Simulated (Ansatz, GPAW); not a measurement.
# Geometry or basis: what sets the conductance of biphenyl-4,4'-dithiol between two Al chains, part 4 of 4

How well does biphenyl-4,4'-dithiol between two Al chains conduct once its atoms have relaxed, and how much do cheaper levels lose?

GPAW 26.7.0 and Ansatz 0.2.0; Ansatz plane waves; relaxation of the junction with the lead ends held (the session's first sound run).

So far, transmission at the Fermi level (one spin): step 3 (plane waves, PBE) 0.00110; step 5 (GPAW, szp: basis = "szp(dzp)", PBE, GPAW) 0.00200; step 6 (minimal basis, PBE, GPAW) 0.00314; step 7 (revPBE in the dzp basis: xc = "revPBE") 0.00119; step 8 (the structure as built: geometry = "as built", PBE, GPAW) 0.00317. Also open channels of the lead at the Fermi level (one spin): 2 in steps 3, 4, 5 and 7.

## (10) Comparison

The curves are compared point by point over the common energies.

This step: comparison of transmission and cost over codes, levels and geometry (GPAW 26.7.0).

Ladder, by row:

```tsv
step	code	T at the Fermi level (sum over the listed spins)	conductance (G0)	r.m.s. T(E) from the first	wall time (s)	peak memory (GiB)	threads
pw-pbe	Ansatz	0.001099	0.001083	0	17848	6.729	4
dzp	GPAW	0.001272	0.001246	0.09552	293	1.94	1
szp	GPAW	0.001996	0.001958	0.2316	214.3	1.91	1
sz	GPAW	0.003136	0.003085	0.2656	144.9	1.76	1
dzp-revPBE	GPAW	0.001187	0.001164	0.1089	301.9	1.94	1
asbuilt	GPAW	0.003167	0.003126	0.2098	302.4	1.95	1
```

The transmission, zone mean, sum over the listed spins by energy, zero at the Fermi level:

```tsv
energy (eV)	pw-pbe	dzp	szp	sz	dzp-revPBE	asbuilt
-2.000	0.132	0.0358	0.139	0.562	0.0343	0.0152
-1.950	0.904	0.666	0.254	0.888	0.621	0.165
-1.925	0.593	0.870	0.343	0.949	0.897	0.936
-1.900	0.441	0.588	0.452	0.962	0.614	0.260
-1.800	0.411	0.430	0.860	0.963	0.429	0.0267
-1.700	0.563	0.573	0.960	0.166	0.559	0.0173
-1.650	0.608	0.615	0.968	1.3e-7	0.597	0.0175
-1.625	0.609	0.615	0.966	1.3e-8	0.595	0.0185
-1.600	0.596	0.597	0.954	2.8e-9	0.577	0.0204
-1.500	0.408	0.388	0.482	5.9e-11	0.370	0.0591
-1.400	0.192	0.158	0.0274	6.2e-12	0.147	0.0846
-1.300	0.0744	0.0280	4.9e-10	1.4e-12	0.0214	2.2e-4
-1.200	0	8.5e-8	2.2e-11	5.1e-13	4.8e-8	9.7e-12
-1.100	0	4.2e-10	4.0e-12	2.8e-13	4.1e-10	5.6e-13
-1.000	0	2.6e-11	1.5e-12	2.4e-13	2.3e-11	8.5e-14
-0.900	0	6.2e-12	1.2e-12	3.5e-13	5.4e-12	2.2e-14
-0.800	0	4.2e-12	2.2e-12	1.4e-12	3.5e-12	7.8e-15
-0.700	0	1.7e-11	7.4e-11	4.2e-10	1.3e-11	3.7e-15
-0.600	0	2.3e-10	5.8e-12	2.1e-12	3.0e-10	2.6e-15
-0.500	0	1.3e-13	4.7e-14	1.6e-13	1.3e-13	1.0e-14
-0.400	0	1.3e-11	3.9e-13	5.9e-11	1.5e-11	9.6e-10
-0.300	2.3e-4	2.6e-4	2.6e-4	4.8e-4	2.5e-4	0.00102
-0.200	5.4e-4	5.8e-4	6.0e-4	9.9e-4	5.6e-4	0.00207
-0.100	8.9e-4	0.00101	0.00131	0.00204	9.5e-4	0.00289
0.000	0.00110	0.00127	0.00200	0.00314	0.00119	0.00317
0.100	0.00116	0.00131	0.00237	0.00381	0.00123	0.00308
0.200	0.00118	0.00130	0.00270	0.00433	0.00122	0.00290
0.300	0.00125	0.00137	0.00329	0.00518	0.00129	0.00275
0.400	0.00141	0.00153	0.00430	0.00669	0.00145	0.00267
0.500	0.00164	0.00177	0.00577	0.00901	0.00168	0.00265
0.600	0.00192	0.00202	0.00767	0.0121	0.00194	0.00271
0.700	0.00218	0.00224	0.0101	0.0163	0.00215	0.00284
0.800	0.00241	0.00241	0.0139	0.0236	0.00232	0.00306
0.900	0.00262	0.00257	0.0217	0.0363	0.00246	0.00341
1.000	0.00314	0.00300	0.0365	0.0632	0.00266	0.00389
1.100	0.00373	0.00351	0.0722	0.134	0.00321	0.00448
1.200	0.00459	0.00421	0.187	0.390	0.00383	0.00526
1.300	0.00596	0.00528	0.681	0.994	0.00476	0.00632
1.350	0.00696	0.00604	0.994	0.754	0.00541	0.00700
1.400	0.00827	0.00700	0.744	0.441	0.00623	0.00780
1.500	0.0124	0.00991	0.264	0.177	0.00869	0.00995
1.600	0.0207	0.0152	0.132	0.0967	0.0130	0.0132
1.700	0.0397	0.0257	0.0872	0.0653	0.0215	0.0183
1.800	0.0945	0.0499	0.0706	0.0577	0.0401	0.0269
1.900	0.320	0.120	0.109	0.941	0.0901	0.0428
1.950	0.659	0.206	0.973	0.305	0.149	0.0562
2.000	0.995	0.385	0.251	0.686	0.267	0.0763
```

## (11) Mixing 0.02, temperature 30

Mixing changes the road to self-consistency, not its end. The mixing history changes the road to self-consistency, not its end. Temperature enters only through the Fermi window. Without the shift, lead and junction are matched by their Fermi levels alone.

This step: GPAW LCAO, PAW setups; Landauer transmission from Green's functions with principal layers (ASE), zero bias (GPAW 26.7.0).

Contents of run.py:

```python
import json
import numpy as np
from ase import Atoms
from ase.transport.calculators import TransportCalculator
from gpaw import GPAW, FermiDirac
from gpaw.lcao.tools import get_lcao_hamiltonian
from scipy.linalg import eigh

# The junction with lead layers at both ends, along the third cell vector
device = Atoms(
    ['Al', 'Al', 'Al', 'Al', 'Al', 'Al', 'Al', 'S', 'H', 'C', 'H', 'C', 'C', 'C', 'C', 'H', 'C', 'H', 'H', 'C', 'C', 'H', 'C', 'C', 'H', 'C', 'C', 'H', 'S', 'Al', 'Al', 'Al', 'Al', 'Al', 'Al', 'Al'],
    positions=[
        [6.19777, 5.28618, 1.20000],
        [6.19777, 5.28618, 3.60000],
        [6.19777, 5.28618, 6.00000],
        [6.19777, 5.28618, 8.40000],
        [6.19777, 5.28618, 10.80000],
        [4.88605, 5.71884, 12.97780],
        [5.69248, 5.18058, 15.43898],
        [4.15700, 5.67502, 16.99566],
        [6.63824, 6.41441, 18.45961],
        [4.80499, 5.27560, 18.61364],
        [3.06938, 4.08959, 19.11054],
        [6.01803, 5.78623, 19.10000],
        [4.00964, 4.50355, 19.47484],
        [6.41454, 5.53426, 20.41270],
        [4.41148, 4.26284, 20.78599],
        [7.34627, 5.97441, 20.77032],
        [5.61935, 4.77709, 21.29346],
        [3.77964, 3.64126, 21.42190],
        [8.15539, 4.47693, 22.27754],
        [6.03024, 4.53318, 22.69549],
        [7.38694, 4.40759, 23.04927],
        [4.02051, 4.52066, 23.50684],
        [5.08247, 4.40406, 23.72901],
        [7.77845, 4.15516, 24.36096],
        [8.83695, 4.04688, 24.59989],
        [5.46413, 4.14050, 25.04348],
        [6.82079, 4.01030, 25.37861],
        [4.69912, 4.02165, 25.81305],
        [7.39513, 3.55148, 27.00505],
        [6.33715, 4.77952, 28.55337],
        [7.04842, 4.17113, 31.02224],
        [6.19777, 5.28618, 33.18128],
        [6.19777, 5.28618, 35.58128],
        [6.19777, 5.28618, 37.98128],
        [6.19777, 5.28618, 40.38128],
        [6.19777, 5.28618, 42.78128]],
    cell=[[12.39554, 0.0, 0.0], [0.0, 10.57236, 0.0], [0.0, 0.0, 43.98128]],
    pbc=True)

# One principal layer of the lead: the first 4 atoms of the device
lead = Atoms(
    ['Al', 'Al', 'Al', 'Al'],
    positions=[
        [6.19777, 5.28618, 1.20000],
        [6.19777, 5.28618, 3.60000],
        [6.19777, 5.28618, 6.00000],
        [6.19777, 5.28618, 8.40000]],
    cell=[[12.39554, 0.0, 0.0], [0.0, 10.57236, 0.0], [0.0, 0.0, 9.6]],
    pbc=True)

settings = dict(mode='lcao', basis='dzp', xc='PBE', h=0.2,
                occupations=FermiDirac(0.1), maxiter=250,
                mixer=dict(beta=0.02, nmaxold=3, weight=100.0),
                convergence=dict(density=0.0001))
energies = np.arange(-2, 2 + 1e-9, 0.025)
eta = 0.0001
n1, n2 = 1, 1
# k and -k transmit alike, so half of the mesh across the current serves
mesh = [(i, j) for i in range(n1) for j in range(n2) if (i, j) <= (-i % n1, -j % n2)]
weights = np.array([1 if (i, j) == (-i % n1, -j % n2) else 2 for i, j in mesh]) / (n1 * n2)

# [... helper functions left out ...]
fermi_lead = ground_state(lead, (1, 1, 12), 'lead.txt')
fermi_device = ground_state(device, (1, 1, 2), 'device.txt')
# [... loop over the mesh left out, but for ...]
        # Lead and device are aligned by their Fermi levels alone
        shift = 0.0
# [...]
kT = 8.617333e-5 * 30
bias = [0.1, 0.2, 0.5, 1.0, 1.5, 2.0]
# [... integrals and printing left out ...]
```

On the command line:

```console
$ OMP_NUM_THREADS=1 OPENBLAS_NUM_THREADS=1 python run.py
```

What it wrote:

```text
basis functions: device 404, principal layer 52
Fermi level: lead -3.5302 eV, device -3.3052 eV; lead shifted by 0.0000 eV
largest coupling past the next layer 1.49e-15 eV, largest misfit of the first layer 0.084 eV
  E-E_F (eV)   T (one spin)  channels
    -2.000    3.1425e-02    1.0000
    -1.975    1.3477e-01    1.0000
    -1.950    5.9703e-01    1.0000
    -1.925    8.9810e-01    1.0000
    -1.900    6.0633e-01    1.0000
    -1.875    4.6359e-01    1.0000
    -1.850    4.1358e-01    1.0000
    -1.825    4.0580e-01    1.0000
    -1.800    4.2081e-01    1.0000
    -1.775    4.4961e-01    1.0000
    -1.750    4.8641e-01    1.0000
    -1.725    5.2613e-01    1.0000
    -1.700    5.6376e-01    1.0000
    -1.675    5.9450e-01    1.0000
    -1.650    6.1427e-01    1.0000
    -1.625    6.1999e-01    1.0000
[...]
1.825    5.9996e-02    3.0000
     1.850    7.3724e-02    3.0000
     1.875    9.2014e-02    3.0000
     1.900    1.1686e-01    3.0000
     1.925    1.5131e-01    3.0000
     1.950    2.0005e-01    3.0000
     1.975    2.7014e-01    3.0000
     2.000    3.7141e-01    3.0000
conductance at 30 K: 0.001225 G0 a cell; thermopower -0.892 uV/K
current from the zero-bias T(E) at 0.1 V: 0.0094402 uA
current from the zero-bias T(E) at 0.2 V: 0.018597 uA
current from the zero-bias T(E) at 0.5 V: 0.042339 uA
current from the zero-bias T(E) at 1.0 V: 0.073191 uA
current from the zero-bias T(E) at 1.5 V: 0.11301 uA
current from the zero-bias T(E) at 2.0 V: 0.16359 uA
```

It took 9.5 min on 1 thread of Arm Neoverse N1, shared host; peak memory 1.6 GiB.

Numbers from this step:

| Property | Result |
| --- | --- |
| conductance | 0.001225 G₀ |
| largest coupling past the next principal layer | 1.49e-15 eV |
| largest misfit of the first principal layer | 0.08399 eV |
| shift that aligns the lead | 0 eV |
| transmission at the Fermi level (one spin) | 0.001226 |

One spin. Table of transmission, zone mean by energy, zero at the Fermi level:

```tsv
energy (eV)	transmission, zone mean
-2.000	0.0314
-1.925	0.898
-1.900	0.606
-1.800	0.421
-1.700	0.564
-1.625	0.620
-1.600	0.610
-1.500	0.416
-1.400	0.163
-1.300	0.00493
-1.200	5.4e-8
-1.100	3.7e-10
-1.000	2.4e-11
-0.900	5.9e-12
-0.800	4.0e-12
-0.700	1.6e-11
-0.600	2.9e-10
-0.500	0
-0.400	5.4e-10
-0.300	2.2e-4
-0.200	6.2e-4
-0.100	1.0e-3
0.000	0.00123
0.100	0.00131
0.200	0.00133
0.300	0.00138
0.400	0.00151
0.500	0.00173
0.600	0.00199
0.700	0.00225
0.800	0.00245
0.900	0.00260
1.000	0.00301
1.100	0.00345
1.200	0.00411
1.300	0.00517
1.400	0.00691
1.500	0.00987
1.600	0.0152
1.700	0.0257
1.800	0.0495
1.900	0.117
2.000	0.371
```

Crossings of the lead's bands, unfolded to its shortest repeat. Table of open channels, zone mean by energy, zero at the Fermi level:

```tsv
energy (eV)	open channels, zone mean
-2.000	1
-1.800	1
-1.600	1
-1.400	1
-1.200	0
-1.000	0
-0.800	0
-0.600	0
-0.400	0
-0.200	2
0.000	2
0.200	2
0.400	2
0.600	2
0.800	2
1.000	3
1.200	3
1.400	3
1.600	3
1.800	3
2.000	3
```

Not self-consistent under bias; the bias window is split evenly. Table of current through one cell, from the zero-bias transmission by bias:

```tsv
bias (V)	current through one cell, from the zero-bias transmission (nA)
0.100	9.44
0.200	18.6
0.500	42.3
1.000	73.2
1.500	113
2.000	164
```

Transmission of the three most open eigenchannels against energy, zero at the Fermi level:

```tsv
energy (eV)	channel 1	channel 2	channel 3
-2.000	0.0314	0	0
-1.900	0.606	0	0
-1.800	0.421	0	0
-1.700	0.564	0	0
-1.600	0.610	0	0
-1.500	0.416	0	0
-1.400	0.163	0	0
-1.300	0.00493	0	0
-1.200	5.4e-8	0	0
-1.100	3.7e-10	0	0
-1.000	2.4e-11	0	0
-0.900	5.9e-12	0	0
-0.800	4.0e-12	0	0
-0.700	1.6e-11	0	0
-0.600	2.9e-10	0	0
-0.500	0	0	0
-0.400	5.4e-10	0	0
-0.300	2.2e-4	7.1e-8	0
-0.200	6.2e-4	2.2e-7	0
-0.100	1.0e-3	3.2e-7	0
0.000	0.00123	3.1e-7	0
0.100	0.00131	1.8e-7	0
0.200	0.00133	3.3e-8	0
0.300	0.00138	2.0e-8	0
0.400	0.00151	2.7e-7	0
0.500	0.00172	8.6e-7	0
0.600	0.00199	1.8e-6	0
0.700	0.00225	3.1e-6	0
0.800	0.00245	4.6e-6	0
0.900	0.00259	6.4e-6	0
1.000	0.00300	1.2e-5	3.3e-8
1.100	0.00344	1.5e-5	1.4e-7
1.200	0.00410	1.8e-5	3.8e-7
1.300	0.00515	2.1e-5	8.4e-7
1.400	0.00689	2.4e-5	1.6e-6
1.500	0.00984	2.6e-5	2.8e-6
1.600	0.0151	2.8e-5	4.3e-6
1.700	0.0256	2.9e-5	6.2e-6
1.800	0.0495	3.1e-5	8.6e-6
1.900	0.117	3.3e-5	1.2e-5
2.000	0.371	3.6e-5	1.6e-5
```

With these changes, and at 30 K in place of 300 K, the conductance is 0.00122 G₀ against 0.00125 in the dzp run; T at the Fermi level, which temperature doesn't enter, is 0.00123 against 0.00127.

## (12) What came out

| Item | Value |
| --- | --- |
| conductance | 0.00125 G₀ |
| transmission at the Fermi level, mean of the spins | 0.00127 |
| thermopower | -8.58 μV/K |
| open channels of the lead there | 2 |

In words: In the dzp basis the junction conducts 0.00125 G₀ at 300 K, with T = 0.00127 a spin at the Fermi level; no smaller basis tried comes within 10 % of that conductance. Relaxation moved atoms by up to 1.4 Å and took the conductance from 0.00313 to 0.00125 G₀, as a ratio about as much as the step from dzp to the minimal basis. Plane waves (PBE) give T = 0.00110 there. The junction is in the tunnelling regime at the Fermi level. The negative thermopower says that the thermally weighted transmission is larger above the Fermi level, as for electron-like transport. Measured against the first run (pw-pbe), the nearest curve is that of dzp (r.m.s. 0.096) and the farthest that of sz (0.27). Over the compared runs wall time goes from 145 s (sz) to 17848 s (pw-pbe), on a shared host; the plane-wave run used 4 threads and the orbital runs 1. The leads kept an estimated spacing and the cell its length, so the junction may be under some tension or compression. Semilocal functionals put molecular levels too near the Fermi level, so such conductances usually come out too high, and chain electrodes have a sharper density of states than real ones. An evenly spaced straight chain is an idealisation: free chains tend to dimerise, zigzag or, where a band edge lies near the Fermi level, turn magnetic. The currents use the zero-bias T(E) throughout, which holds only while the bias is small against the distance to the nearest feature.

[Logs are printed without paths, hosts, clocks, repeated set-up lines and the standing remarks that a program may print on its own settings, such as how far it seeks lower states.]

[Hosts, paths, dates, database ids (printed as entryN), source tags and the programs' standing remarks are cut or masked in the printed files.]
